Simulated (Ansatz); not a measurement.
An Ansatz input (plane waves, PAW) for antiNiAs-structured BaTe that has something wrong with it:

```yaml
crystal:
  lattice:
    - [4.848840893835, 0.0, 0.0]
    - [-2.424420446917, 4.19921939297, 0.0]
    - [0.0, 0.0, 8.6001762635]
  atoms:
    - { symbol: Ba, position: [0.3333333333333, 0.6666666666667, 0.25] }
    - { symbol: Ba, position: [0.6666666666667, 0.3333333333333, 0.75] }
    - { symbol: Te, position: [0.0, 0.0, 0.0] }
    - { symbol: Te, position: [0.0, 0.0, 0.5] }
basis:
  ecutwfc: 30
  ecutrho_ratio: 4
kpoints:
  mp_grid: { grid: [8, 8, 6] }
hamiltonian:
  xc: pbe
scf:
  occupations: { method: gaussian, width: 0.05 }
  max_iter: 50
output:
  forces: true
  stress: true
```

Launched as:
```sh
ansatz run input.yaml --threads 2 --pin off --max-ram 2662MiB --backend cpu --events-out ev --progress --plain --runs-dir out
```

What the program printed:

```
Warning: basis.ecutwfc = 30 eV is below the records' recommended 420 eV, and the density's cutoff is lower with it unless basis.ecutrho_ratio is high enough to keep the records' density cutoff: compare with a run at a higher cutoff
Warning: basis.ecutrho_ratio = 4 (ecutrho = 120 eV) is below the records' recommended 1680 eV
```

SCF trace (energy estimate counted from the last row):
```tsv
iteration	ΔE (eV)	density residual (eV)
1	-1288.864	1.76e3
2	-65.746	1.06e2
3	-4.852	8.69e0
4	1.160	2.36e-1
5	1.163	2.04e-2
6	1.164	4.82e-4
7	1.164	1.86e-5
8	-3.3e-05	1.24e-4
9	-2.6e-05	9.83e-5
10	-2.0e-06	8.15e-6
11	0.000	1.67e-7
```

```
SCF 1 converged in 11 iterations: F = -23601.964514 eV  dr2 = 1.67e-7
SCF converged after 11 iterations
Free energy (F): -23601.964514 eV
E sigma→0 (E₀):  -23601.960214 eV
Entropy (-TS):   -0.008599 eV (-2.150 meV/atom)
Fermi energy:    12.368626 eV
--- Forces (eV/Å), atoms counted from 1 ---
  atom   1  Ba     0.00000000     0.00000000     0.00000000
  atom   2  Ba     0.00000000     0.00000000     0.00000000
  atom   3  Te     0.00000000     0.00000000     0.00000000
  atom   4  Te     0.00000000     0.00000000     0.00000000
--- Stress (GPa, compression-positive) ---
     -789.526585       0.000000       0.000000
        0.000000    -789.526585       0.000000
        0.000000       0.000000    -803.116907
  P = ⅓ Tr σ = -794.0567 GPa (-7940.567 kbar)
```

What is wrong with it?

A cutoff far too low. Against the sound input: basis.ecutwfc: 420 → 30 (the cap on iterations is only a precaution).

The run converged all the same; its pressure of -794 GPa shows the fault against the sound run's. Its energy lies 566012 meV/atom from the sound one. It ran for 0.72 s on 2 threads of Arm Neoverse V1 (shared host), peak memory 0.26 GiB. The run before the change (PBE, 420 eV, 8×8×6 mesh) gave:

```tsv
run	P (GPa)	gap on the mesh (eV)	cell moment (μB)	largest force component (eV/Å)
sound	0.0	1.36	–	0.000
spoiled	-794.1	metal	–	0.000
```

This is a trial structure: the heavier alkaline earths' oxides and chalcogenides take the rock-salt structure.

Of that run: Semilocal functionals underestimate band gaps, commonly by a third or more.
